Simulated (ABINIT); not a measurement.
The system is Cu.

```
Cu
1.0
     0.00000    1.80750    1.80750
     1.80750    0.00000    1.80750
     1.80750    1.80750    0.00000
Cu
1
Direct
  0.00000 0.00000 0.00000
```

Base run:

| Item | Value |
| --- | --- |
| Program | ABINIT 10.8.3 (patched build) |
| Functional | LDA |
| Potentials or basis | JTH PAW PBE v2.0 |
| Cutoff | 844 eV |
| k mesh | 13 × 13 × 13 |
| Occupations | fermi-dirac, width 0.05 eV |
| Spin | no spin polarisation |

Its results: band gap on the k mesh none (metal or under the smearing width); pressure -12.0 GPa.

**Question.** The run is repeated on the same cell with these changes: functional from LDA to r2SCAN. What comes out?

**Answer.** Band gap on the k mesh none (metal or under the smearing width); pressure -4.8 GPa.

Caveats: the PAW data sets were made with another functional, which shifts forces and pressure a little.
